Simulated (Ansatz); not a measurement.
## Two Ansatz runs on Zr

The cell was built from the bcc type and relaxed in the same program; it needn't be a known or the stable phase. The listed cell was then made from it by scaling, straining or moving an atom.

First run: DFT, PBE, all-electron LAPW, scalar-relativistic (Ansatz 0.2.0).

Command: `ansatz run input.yaml --threads 1 --pin off --max-ram 2048MiB --backend cpu --events-out ev --progress --plain --runs-dir out` The run took 24 s on 1 thread of Arm Neoverse V2, with other jobs on the host, peak memory 0.51 GiB.

```yaml
crystal:
  lattice:
    - [-1.8242946289, 1.8242946289, 1.7159389367]
    - [1.8242946289, -1.8242946289, 1.7159389367]
    - [1.8242946289, 1.8242946289, -1.7159389367]
  atoms:
    - { symbol: Zr, position: [0.0, 0.0, 0.0] }
kpoints:
  mp_grid: { grid: [16, 16, 16] }
scf:
  occupations: { method: fermi_dirac, width: 0.05 }
hamiltonian:
  xc: pbe
  pseudopotentials: { kind: all_electron, lapw: { basis_error: 0.00025 } }
output:
  forces: true
  stress: true
  eigenvalues: true
```

Result: converged; pressure 0.09 GPa; no gap on the k mesh; 7 SCF iterations.

The input is then changed:

```diff
@@ -7,7 +7,8 @@
     - { symbol: Zr, position: [0.0, 0.0, 0.0] }
 kpoints:
-  mp_grid: { grid: [16, 16, 16] }
+  mp_grid: { grid: [16, 16, 16], shift: [0.5, 0.5, 0.5] }
 scf:
-  occupations: { method: fermi_dirac, width: 0.05 }
+  occupations: { method: fermi_dirac, width: 0.15 }
+  mixing: { preconditioner: resta }
 hamiltonian:
   xc: pbe
```

Q: What does the second run give?

A: It converged; energy at zero smearing +0.2 meV/atom from the first run; pressure 0.78 GPa; no gap on the k mesh; 5 SCF iterations.
